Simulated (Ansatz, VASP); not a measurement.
## Ti: VASP beside Ansatz

```
Ti
1.0
    -1.66562    1.66562    1.64100
     1.66562   -1.66562    1.64100
     1.66562    1.66562   -1.64100
Ti
1
Cartesian
  0.0000 0.0000 0.0000
```

Change from the starting cell: strain +0.015 along x and y, +0.000 along z, atoms carried along.

Alike in both runs: task single point; functional PBEsol; k mesh 20 × 20 × 20; occupations gaussian, width 0.15 eV; no spin polarisation.

|  | VASP | Ansatz |
| --- | --- | --- |
| version | VASP 6.6.1 | Ansatz 0.2.0 |
| potentials or method | VASP PAW PBE potentials, release 64 (Ti_sv) | scalar-relativistic, plane waves, PAW |
| plane-wave cutoff (eV) | 520 | 420 |
| valence electrons in the cell | 12 | 12 |

Ansatz gave:

| Quantity | Value |
| --- | --- |
| gap on the k mesh at the Fermi level (eV) | none |
| pressure (GPa) | -9.2 |
| largest component of the traceless stress (GPa) | 0.28 |

Question: Which values does VASP return?

Answer: gap on the k mesh at the Fermi level (eV): none; pressure (GPa): -9.4; largest component of the traceless stress (GPa): 0.28.

A gap of «none» marks a metal or a gap that the smearing closes.

Caveats: the PAW data sets were made with another functional, which shifts forces and pressure a little (VASP).
